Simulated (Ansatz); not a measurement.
**Property card for Sn**

Theory: DFT PBE, scalar-relativistic, plane waves, PAW (Ansatz).

Plane waves to 420 eV, a k mesh through Γ of 20×20×20 on the computed 1-atom cell and Gaussian smearing (0.10 eV); no spin polarisation.

The structure is relaxed at this level of theory with its symmetry kept, and needn't be the ground state of this composition.

```yaml
crystal:
  lattice:
    - [-2.00352, 2.00352, 1.72847]
    - [2.00352, -2.00352, 1.72847]
    - [2.00352, 2.00352, -1.72847]
  atoms:
    - { symbol: Sn, position: [0.50000, 0.50000, 0.00000] }
```

* Space group: I4/mmm (No. 139)
* Volume per atom: 27.75 Å³
* Energy over the standard state (uncorrected): +0.061 eV/atom
* Kohn–Sham band gap: none (metal)
* Density of states at the Fermi level: 0.6 states/eV per cell
* Orbital (Löwdin) character within 0.5 eV of the Fermi level: Sn 5p 83 %, Sn 5s 14 %
* Bulk modulus: 45 GPa
* Its pressure derivative: 5.4
* Bader charge by site (e): Sn (1 in the cell) 0.00

Another cell of Sn relaxed alike, in P6/mmm, lies 21 meV/atom lower, so this cell isn't the stable form at this level.

The cell was found from a structure generator's guess, not taken from experiment. Löwdin shares on free-atom orbitals overweight diffuse shells.
